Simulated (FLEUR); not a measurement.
# CdTe (F-43m) in FLEUR: notebook, part 2 of 2

FLEUR MaX-R8.1 (patched build s14). Earlier steps stand in the parts before.

### 3 Band structure, LDA (Perdew-Zunger)

Changes to inp.xml since step 2:

```diff
@@ -6,8 +6,8 @@
    <calculationSetup>
-      <cutoffs Kmax="3.8" Gmax="11.8" GmaxXC="11.8" numbands="all"/>
-      <scfLoop itmax="60" minDistance="0.00001" maxIterBroyd="15" imix="Anderson" alpha="0.05" precondParam="0.0" spinf="2.0"/>
+      <cutoffs Kmax="3.8" Gmax="11.8" GmaxXC="11.8" numbands="0"/>
+      <scfLoop itmax="60" minDistance="0.00001" maxIterBroyd="15" imix="Anderson" alpha="0.05" precondParam="0.0" spinf="2.0" sdNocoIR="T"/>
       <coreElectrons ctail="T" frcor="F" kcrel="0" coretail_lmax="0"/>
-      <xcFunctional name="PBEs" relativisticCorrections="F"/>
+      <xcFunctional name="pz" relativisticCorrections="F"/>
       <magnetism jspins="1"/>
-      <soc l_soc="T" theta="0.0" phi="0.0" spav="F"/>
+      <soc l_soc="F" theta="0.0" phi="0.0" spav="F"/>
       <expertModes spex="0" secvar="F"/>
@@ -85,2 +85,3 @@
       <specialOutput eonly="F"/>
+      <moessbauerParams electricFieldGradient="T" isomerShift="T" coreHyperfine="T" valenceHyperfine="T"/>
       <magneticCircularDichroism mcd="F" energyLo="-10.0" energyUp="0.0"/>
```

File crystal.txt:

```
CdTe
&input cartesian=F /
0.0000000000  3.2050000000  3.2050000000
3.2050000000  0.0000000000  3.2050000000
3.2050000000  3.2050000000  0.0000000000
1.8897261246
1.0 1.0 1.0

2
52 0.7500000000  0.7500000000  0.7500000000
48 0.0000000000  0.0000000000  0.0000000000

&kpt div1=7 div2=7 div3=7 gamma=T /
```

Changes to inp.xml (bands) since step 2:

```diff
@@ -6,8 +6,8 @@
    <calculationSetup>
-      <cutoffs Kmax="3.8" Gmax="11.8" GmaxXC="11.8" numbands="all"/>
-      <scfLoop itmax="60" minDistance="0.00001" maxIterBroyd="15" imix="Anderson" alpha="0.05" precondParam="0.0" spinf="2.0"/>
+      <cutoffs Kmax="3.8" Gmax="11.8" GmaxXC="11.8" numbands="0"/>
+      <scfLoop itmax="60" minDistance="0.00001" maxIterBroyd="15" imix="Anderson" alpha="0.05" precondParam="0.0" spinf="2.0" sdNocoIR="T"/>
       <coreElectrons ctail="T" frcor="F" kcrel="0" coretail_lmax="0"/>
-      <xcFunctional name="PBEs" relativisticCorrections="F"/>
+      <xcFunctional name="pz" relativisticCorrections="F"/>
       <magnetism jspins="1"/>
-      <soc l_soc="T" theta="0.0" phi="0.0" spav="F"/>
+      <soc l_soc="F" theta="0.0" phi="0.0" spav="F"/>
       <expertModes spex="0" secvar="F"/>
@@ -85,2 +85,3 @@
       <specialOutput eonly="F"/>
+      <moessbauerParams electricFieldGradient="T" isomerShift="T" coreHyperfine="T" valenceHyperfine="T"/>
       <magneticCircularDichroism mcd="F" energyLo="-10.0" energyUp="0.0"/>
```

Potentials or basis: all-electron, FLAPW.

Command:

```
$ inpgen -f crystal.txt -profile fastHighL
$ # inp.xml edited to the form shown
$ fleur_MPI
$ fleur_MPI   # second run, on inp.xml (bands)
```

Output:

```text
Welcome to FLEUR        (www.flapw.de)
      MaX-Release 8.1          (www.max-centre.eu)

 ========== k-point set info ==========
 Selected k-point list: default-1
 k-point list type: mesh
 7 x 7 x 7
 Number of k points: 20

 ------------Calculation Setup---------------------------
 Number of MPI-tasks      :            1
 Number of PE/node        :            1
 Number of OMP-threads    :            1
 Most efficient MPI parallelization for:
           1           2           4           5          10          20
 Additional eigenvalue parallelization possible
 Number of basis functions:          508
 Approximate size of matrices (H+S) per k-point:         0.008 GB
 --------------------------------------------------------
 Iteration:     1   Distance:       5.75751937 me/bohr^3
 Iteration:     2   Distance:       5.30371139 me/bohr^3
 Iteration:     3   Distance:       3.17303475 me/bohr^3
 Iteration:     4   Distance:       0.88813675 me/bohr^3
 Iteration:     5   Distance:       0.67417717 me/bohr^3
 Iteration:     6   Distance:       0.11747678 me/bohr^3
 Iteration:     7   Distance:       0.07347605 me/bohr^3
 Iteration:     8   Distance:       0.03532944 me/bohr^3
 Iteration:     9   Distance:       0.00445284 me/bohr^3
 Iteration:    10   Distance:       0.00359664 me/bohr^3
 Iteration:    11   Distance:       0.00031416 me/bohr^3
 Iteration:    12   Distance:       0.00015466 me/bohr^3
 Iteration:    13   Distance:       0.00004451 me/bohr^3
 Iteration:    14   Distance:       0.00000382 me/bohr^3

 ********************************************************************
 Run finished successfully
 Stop message:
   all done
 ********************************************************************
```

output (bands):

```text
Welcome to FLEUR        (www.flapw.de)
      MaX-Release 8.1          (www.max-centre.eu)

 ========== k-point set info ==========
 Selected k-point list: path-1
 k-point list type: path
 Number of k points: 60

 ------------Calculation Setup---------------------------
 Number of MPI-tasks      :            1
 Number of PE/node        :            1
 Number of OMP-threads    :            1
 Most efficient MPI parallelization for:
           1           2           3           4           5           6          10          12          15          20          30          60
 Additional eigenvalue parallelization possible
 Number of basis functions:          512
 Approximate size of matrices (H+S) per k-point:         0.008 GB
 --------------------------------------------------------
 Fermi energy correction for insulators:
 No automatic correction of the Fermi energy has been performed.

 Note: Band structure data (together with different weights) is also stored in the banddos.hdf file.
       A convenient way of extracting and plotting the data from that file is by making use of the

 ********************************************************************
 Run finished successfully
 Stop message:
   Charge density postprocessing done.
 ********************************************************************
```

out.xml (last iteration):

```text
<iteration numberForCurrentRun="   14" overallNumber="   14">
         <energyParameters units="Htr">
            <atomicEP atomType="1" spin="1" branch="5s" branchLowest="-5.67" branchHighest="0.70" value="-0.3064697914"/>
            <atomicEP atomType="1" spin="1" branch="5p" branchLowest="-3.83" branchHighest="1.48" value="-0.0547773924"/>
            <atomicEP atomType="1" spin="1" branch="5d" branchLowest="-1.13" branchHighest="2.83" value="0.1544683868"/>
            <atomicEP atomType="1" spin="1" branch="4f" branchLowest="-9.99" branchHighest="1.66" value="0.3074953301"/>
            <loAtomicEP atomType="1" spin="1" branch="4p" branchLowest="-29.14" branchHighest="-3.83" value="-3.8484916319"/>
            <loAtomicEP atomType="1" spin="1" branch="4p" branchLowest="-29.14" branchHighest="-3.83" value="-3.8484916319"/>
            <loAtomicEP atomType="1" spin="1" branch="4d" branchLowest="-20.22" branchHighest="-1.13" value="-1.1737471217"/>
            <loAtomicEP atomType="1" spin="1" branch="4d" branchLowest="-20.22" branchHighest="-1.13" value="-1.1737471217"/>
            <loAtomicEP atomType="1" spin="1" branch="5s" branchLowest="-5.67" branchHighest="0.70" value="-0.3064697914"/>
            <loAtomicEP atomType="1" spin="1" branch="4f" branchLowest="-9.99" branchHighest="1.66" value="0.3074976547"/>
            <atomicEP atomType="2" spin="1" branch="5s" branchLowest="-3.60" branchHighest="1.08" value="0.0099604927"/>
            <atomicEP atomType="2" spin="1" branch="5p" branchLowest="-2.16" branchHighest="1.71" value="0.1748535943"/>
            <atomicEP atomType="2" spin="1" branch="4d" branchLowest="-14.18" branchHighest="-0.06" value="-0.1414480776"/>
            <atomicEP atomType="2" spin="1" branch="4f" branchLowest="-9.99" branchHighest="2.01" value="0.4935962568"/>
            <loAtomicEP atomType="2" spin="1" branch="4s" branchLowest="-26.62" branchHighest="-3.60" value="-3.5973976792"/>
            <loAtomicEP atomType="2" spin="1" branch="4p" branchLowest="-21.77" branchHighest="-2.16" value="-2.1757695537"/>
            <loAtomicEP atomType="2" spin="1" branch="4p" branchLowest="-21.77" branchHighest="-2.16" value="-2.1757695537"/>
            <loAtomicEP atomType="2" spin="1" branch="4d" branchLowest="-14.18" branchHighest="-0.06" value="-0.1498911540"/>
            <loAtomicEP atomType="2" spin="1" branch="4f" branchLowest="-9.99" branchHighest="2.01" value="0.4935984250"/>
         </energyParameters>
         <eigenvalues>
[... 93 lines left out ...]
            <isomerShift atomType="1" nucleusRadius="0.0001189" averageDensity="231384.89523"/>
            <isomerShift atomType="2" nucleusRadius="0.0001140" averageDensity="161509.89924"/>
            <electricFieldGradient atomType="1" VXX="0.00000" VYY="0.00000" VZZ="0.00000" asymParam="0.00000">
            </electricFieldGradient>
            <electricFieldGradient atomType="2" VXX="0.00000" VYY="0.00000" VZZ="0.00000" asymParam="0.00000">
            </electricFieldGradient>
         </moessbauerParams>
         <totalEnergy                                    value="   -12382.2570766756" units="Htr">
            <sumOfEigenvalues                            value="    -7485.6214025960">
               <coreElectrons value="-7428.9938892065"/>
               <valenceElectrons value="-56.6275133895"/>
            </sumOfEigenvalues>
            <densityCoulombPotentialIntegral value="-20100.3268136042"/>
            <densityEffectivePotentialIntegral value="-20524.9170193871"/>
            <chargeDenXCDenIntegral value="-320.1619956378"/>
            <FockExchangeEnergyValence value="0.0000000000"/>
            <FockExchangeEnergyCore value="0.0000000000"/>
            <atomTypeDependentContributions atomType="1">
               <electronNucleiInteractionDifferentMTs value="8226.2788941490"/>
               <MadelungTerm value="-33.4867388414"/>
            </atomTypeDependentContributions>
            <atomTypeDependentContributions atomType="2">
               <electronNucleiInteractionDifferentMTs value="6774.6804926443"/>
               <MadelungTerm value="-16.7811653921"/>
            </atomTypeDependentContributions>
            <tkbTimesEntropy value="0.0000006048"/>
            <freeEnergy value="-12382.2570772804"/>
            <extrapolationTo0K value="-12382.2570769780"/>
         </totalEnergy>
         <densityConvergence units="me/bohr^3">
            <chargeDensity spin="1" distance="0.0000038193"/>
         </densityConvergence>
      </iteration>
```

It took 57 s on 1 thread of Arm Neoverse V1, shared host; peak memory 0.06 GiB.

Results:

```yaml
Free_energy: -336938.3799 eV
Band_gap_on_the_k_mesh: 0.61 eV, direct
Band_gap_along_the_path: 0.61 eV, direct
Valence_electrons_inside_the_program's_atomic_spheres: Te 19.08; Cd 18.62 (radii Te 2.3, Cd 2.56 bohr)
```

Levels at the corners of the path, in eV from the valence-band top:
```
point  band 19  band 20  band 21  band 22  band 23  band 24
    Γ     0.00     0.00     0.00     0.61     4.51     4.51
    X    -4.54    -2.00    -2.00     2.38     2.55     8.79
    W    -4.42    -2.49    -2.38     4.27     4.56     5.46
    K    -4.45    -2.75    -1.66     2.74     4.45     7.27
    Γ     0.00     0.00     0.00     0.61     4.51     4.51
    L    -4.69    -0.84    -0.84     1.67     5.12     5.12
    U    -4.45    -2.75    -1.66     2.74     4.45     7.27
    W    -4.42    -2.49    -2.38     4.27     4.56     5.46
    L    -4.69    -0.84    -0.84     1.67     5.12     5.12
    K    -4.45    -2.75    -1.66     2.74     4.45     7.27
    U    -4.45    -2.75    -1.66     2.74     4.45     7.27
    X    -4.54    -2.00    -2.00     2.38     2.55     8.79
```

Core levels (eV from the Fermi level):
```tsv
atom	levels
1 Te	1s1/2 -31566.6, 2s1/2 -4836.0, 2p1/2 -4533.0, 2p3/2 -4258.9, 3s1/2 -957.8, 3p1/2 -833.0, 3p3/2 -781.9, 4s1/2 -158.6, 3d3/2 -561.0, 3d5/2 -550.3
2 Cd	1s1/2 -26474.1, 2s1/2 -3927.4, 2p1/2 -3658.1, 2p3/2 -3465.9, 3s1/2 -728.7, 3p1/2 -620.6, 3p3/2 -586.3, 3d3/2 -394.3, 3d5/2 -387.3
```

Caveat: spin-orbit coupling is left out, which moves the levels of the heavy elements.

### 4 How close it comes

Step 2. A measured gap of CdTe is 1.607 eV (0 K; a printed reference work, data compilation); the calculated 0.47 eV misses it by -1.13 eV. So large a miss can be the level of theory's own, or it may mean another phase, state or a wrong row. The value is that of PBEsol, without temperature or zero-point motion. Semilocal functionals fall short of measured gaps as a rule.

Step 3. Measured gap of CdTe: 1.607 eV (0 K; a printed reference work, data compilation). This calculation gives 0.61 eV (-1.00 eV). Spin-orbit coupling on Cd, Te is left out. The value is that of LDA (Perdew-Zunger), without temperature or zero-point motion.
